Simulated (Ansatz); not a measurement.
## How far is PAW off for Fe?

```yaml
crystal:
  lattice:
    - [0.00000, 1.94174, 1.96511]
    - [1.49844, 0.00000, 1.96511]
    - [1.49844, 1.94174, 0.00000]
  atoms:
    - { symbol: Fe, position: [0.00000, 0.00000, 0.00000] }
```

Conventional cell: a = 2.997 Å, b = 3.883 Å, c = 3.930 Å, α = 90.00°, β = 90.00°, γ = 90.00°. Fe (atom 1) has 12 Fe at 2.45 to 2.76 Å as nearest neighbours.

The cell is the one relaxed in the Materials Project (mp-1271068), not relaxed further here; entries there can be hypothetical.

Other magnetic orders may lie lower; this is the state that the run reached.

Methods: DFT, PBE, PAW with Ansatz's default frozen-core files, scalar-relativistic (Ansatz 0.2.0); DFT, PBE, all-electron PAW with datasets made for the crystal, scalar-relativistic (Ansatz 0.2.0); DFT, PBE, all-electron LAPW, scalar-relativistic (Ansatz 0.2.0).

For PAW: a Γ-centred 16×16×16 k mesh, Fermi–Dirac smearing of 0.05 eV, cutoff 420 eV, spin-polarised from start moments Fe 3 μB. The crystal-made all-electron datasets (AE datasets) take a cutoff of 320 eV at this cell. LAPW targets a basis error of 0.5 meV/atom. The Ansatz runs share mesh, smearing and spin set-up. Plane-wave (PAW) pressures include the program's estimate of the Pulay term.

Stress and pressure are positive in compression.

In a metal, gradients converge slowly with the k mesh: the values move by tens of per cent from one mesh to another, at times in sign, so only the comparison on one mesh counts.

```tsv
quantity	PAW	AE datasets	LAPW
pressure (GPa)	-0.43	-0.62	-0.61
stress xx (GPa)	?	-6.06	-6.06
stress yy (GPa)	3.16	2.98	2.98
stress zz (GPa)	?	1.23	1.23
moment of the cell (μB)	2.202	2.196	2.196
field gradient Vzz at Fe (10²¹ V/m²)	?	0.74	–
```

Problem. What belongs in the row "stress zz (GPa)", column "PAW"?

Solution. 1.39.

Problem. What belongs in the row "stress xx (GPa)", column "PAW"?

Solution. -5.84.

Problem. Fill in "PAW" for the row "field gradient Vzz at Fe (10²¹ V/m²)".

Solution. 0.70.
